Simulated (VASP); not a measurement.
Write the native input for VASP 6.6.1 that does the following.

| Property | Result |
| --- | --- |
| Task | relaxation of cell and atoms |
| Functional | PBEsol |
| Potentials or basis | VASP PAW PBE potentials, release 64 (In_d, Sb) |
| Cutoff | 600 eV |
| k mesh | 6 × 6 × 6 |
| Occupations | gaussian, width 0.1 eV |
| Spin | no spin polarisation |
| Further INCAR settings | ALGO = Normal; EDIFF = 1e-07; IBRION = 2; EDIFFG = -0.005; NSW = 90; ISIF = 3 |

The structure of InSb lies in POSCAR:

```
InSb
1.0
   -2.9447400000      2.9447400000      1.6363770000
    2.9447400000     -2.9447400000      1.6363770000
    2.9447400000      2.9447400000     -1.6363770000
In Sb
1 1
Direct
    0.7500000000      0.2500000000      0.5000000000
    0.0000000000      0.0000000000      0.0000000000
```

Measurements of this composition are mostly on another form, of space group No. 216.

The input as run:

INCAR

```
SYSTEM = InSb
ALGO = Normal
EDIFF = 1E-7
EDIFFG = -0.005
ENCUT = 600
GGA = PS
IBRION = 2
ISIF = 3
ISMEAR = 0
LASPH = .TRUE.
LCHARG = .FALSE.
LREAL = .FALSE.
LWAVE = .FALSE.
NELM = 80
NSW = 90
PREC = Accurate
SIGMA = 0.1
```

KPOINTS

```
k-points
0
G
  6 6 6
  0 0 0
```

Potentials or basis: VASP PAW PBE potentials, release 64 (In_d, Sb).

Run with:

```console
$ cat potpaw_PBE.64/In_d/POTCAR potpaw_PBE.64/Sb/POTCAR > POTCAR
$ mpirun -np 1 vasp_std > vasp.out
```

It gave:

```json
{"Relaxed volume": "26.76 Å³/atom", "Relaxed cell": "a = 4.466 Å, b = 4.466 Å, c = 4.466 Å, α = 96.62°, β = 96.62°, γ = 140.30°", "Space group after relaxing (to 0.05 Å)": "I-4m2 (No. 119)", "Energy gained by relaxing": "47.0 meV/atom", "Ionic steps": "11", "Pressure after relaxing": "0.0 GPa", "Band gap on the k mesh": "none (metal or under the smearing width)"}
```

Caveat: the k mesh is coarse (spacing up to 0.37 Å⁻¹), so the values aren't converged; the PAW data sets were made with another functional, which shifts forces and pressure a little.

Run time: 75 s on 1 thread of Intel(R) Xeon(R) 6975P-C (Granite Rapids) (shared host), peak memory 0.22 GiB.
